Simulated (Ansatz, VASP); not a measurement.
Given: the input of a run of VASP 6.6.1 on Cs.

The input INCAR:

```
ALGO = Fast
EDIFF = 1E-6
ENCUT = 520
GGA = PE
ISIF = 2
ISMEAR = -1
LASPH = True
LCHARG = False
LREAL = False
LWAVE = False
NBANDS = 10
NELM = 100
PREC = Accurate
SIGMA = 0.05
```

The input KPOINTS:

```
k-points
0
Gamma
  6 6 6
```

Contents of POSCAR:

```
Cs
1.0
   -3.1074680189      3.1074680189      3.1074680189
    3.1074680189     -3.1074680189      3.1074680189
    3.1074680189      3.1074680189     -3.1074680189
Cs
1
Direct
    0.0000000000      0.0000000000      0.0000000000
```

Potentials or basis: VASP PAW PBE potentials, release 64 (Cs_sv).

The run is started by

```console
$ cat potpaw_PBE.64/Cs_sv/POTCAR > POTCAR
$ mpirun -np 1 vasp_std > vasp.out
```

Translate it to Ansatz 0.2.0. Potentials there: all-electron LAPW, scalar-relativistic.

As run (the cutoff follows the program's own potentials):

File input.yaml:

```yaml
crystal:
  lattice:
    - [-3.1074680189, 3.1074680189, 3.1074680189]
    - [3.1074680189, -3.1074680189, 3.1074680189]
    - [3.1074680189, 3.1074680189, -3.1074680189]
  atoms:
    - { symbol: Cs, position: [0.0, 0.0, 0.0] }
kpoints:
  mp_grid: { grid: [6, 6, 6] }
scf:
  occupations: { method: fermi_dirac, width: 0.05 }
hamiltonian:
  xc: pbe
  pseudopotentials: { kind: all_electron, lapw: { basis_error: 0.0005 } }
output:
  forces: true
  stress: true
  eigenvalues: true
```

Potentials or basis: all-electron LAPW, scalar-relativistic.

Launch:

```sh
$ ansatz run input.yaml --threads 1 --pin off --max-ram 2560MiB --backend cpu --events-out ev --progress --plain --runs-dir out
```

Both were run:

|  | VASP | Ansatz | Ansatz less VASP |
| --- | --- | --- | --- |
| gap on the k mesh at the Fermi level (eV) | none | none | - |
| pressure (GPa) | -0.1 | 0.0 | +0.01 |

A gap of «none» marks a metal or a gap that the smearing closes. Ansatz ran all-electron here, so the differences hold the error of VASP's frozen core and of both bases.

Spin-orbit coupling is left out, which matters for the levels of Cs.
